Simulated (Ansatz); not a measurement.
## Strain response of ZrO$_{2}$

Theory: DFT PBE, scalar-relativistic, plane waves, PAW (Ansatz). Settings: 420 eV cutoff, 6×6×6 k-mesh, Gaussian smearing of 0.02 eV, no spin polarisation.

The relaxed crystal:

```xyz
6
Lattice="2.5579 2.5579 0.0000 -2.5579 2.5579 0.0000 0.0000 0.0000 5.1158" Properties=species:S:1:pos:R:3 pbc="T T T"
Zr    0.0000    0.0000    0.0000
Zr    0.0000    2.5579    2.5579
O    -1.2790    1.2790    3.8369
O     1.2790    1.2790    3.8369
O     1.2790    1.2790    1.2790
O    -1.2790    1.2790    1.2790
```

Deformation: all cell vectors scaled alike, the atoms relaxed, all within the symmetry that the strain leaves. Energies are extrapolated to zero smearing. Stress is positive in compression, on the Cartesian axes of the cell above. Gaps are Kohn–Sham gaps over the whole zone.

| strain (%) | ΔE (meV/atom) | a (Å) | b (Å) | c (Å) | σxx (GPa) | σyy (GPa) | σzz (GPa) | gap (eV) |
| --- | --- | --- | --- | --- | --- | --- | --- | --- |
| -4.5 | 174.0 | 3.455 | 3.455 | 4.886 | 43.62 | 43.62 | 43.62 | 3.69 |
| -3.0 | 73.6 | 3.509 | 3.509 | 4.962 | 26.18 | 26.18 | 26.18 | 3.57 |
| -1.5 | 17.5 | 3.563 | 3.563 | 5.039 | 11.80 | 11.80 | 11.80 | 3.44 |
| +0.0 | 0.0 | 3.617 | 3.617 | 5.116 | 0.00 | 0.00 | 0.00 | 3.32 |
| +1.5 | ? | 3.672 | 3.672 | 5.193 | ? | ? | ? | ? |
| +3.0 | 60.6 | 3.726 | 3.726 | 5.269 | -17.37 | -17.37 | -17.37 | 3.06 |
| +4.5 | ? | 3.780 | 3.780 | 5.346 | ? | ? | ? | ? |

**Question.** Fill in the row at +1.5 %.

**Answer.** ΔE 15.9 meV/atom; σxx -9.60 GPa; σyy -9.60 GPa; σzz -9.60 GPa; gap 3.19 eV.

**Question.** Fill in the row at +4.5 %.

**Answer.** ΔE 130.1 meV/atom; σxx -23.57 GPa; σyy -23.57 GPa; σzz -23.57 GPa; gap 2.94 eV.

This fluorite-type form isn't the usual stable structure of the compound.